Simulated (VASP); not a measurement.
Mg3Sb2, 5 atoms in the cell. It takes space group P-3m1 (No. 164, trigonal). The conventional cell has a = 4.555 Å, b = 4.555 Å, c = 7.186 Å, α = 90.00°, β = 90.00°, γ = 120.00°. Mg (site symmetry 3m) has 4 Sb at 2.83 to 2.94 Å and 3 Mg at 3.25 Å as nearest neighbours. Around Mg (site symmetry -3m) lie 6 Sb at 3.08 Å. Sb (site symmetry 3m) is surrounded by 7 Mg at 2.83 to 3.08 Å. 

- Program: VASP 6.6.1
- Task: optical spectrum
- Functional: PBE
- Potentials or basis: VASP PAW PBE potentials, release 64 (Mg, Sb)
- Cutoff: 520 eV
- k mesh: 9 × 9 × 5
- Occupations: gaussian, width 0.03 eV
- Spin: no spin polarisation
- Further INCAR settings: ALGO = Fast; EDIFF = 1e-07; NBANDS = 40

Potentials or basis: VASP PAW PBE potentials, release 64 (Mg, Sb).

Command:

```console
$ cat potpaw_PBE.64/Mg/POTCAR potpaw_PBE.64/Sb/POTCAR > POTCAR
$ mpirun -np 1 vasp_std > vasp.out
```

Hardware: 1 thread of Intel(R) Xeon(R) 6975P-C (Granite Rapids), with other jobs on the host.

Question: How long does it take, and how much memory?

Answer: It took 96 s on 1 thread of Intel(R) Xeon(R) 6975P-C (Granite Rapids), with other jobs on the host, peak memory 0.49 GiB. Counts: scf iterations 14, k points 50.
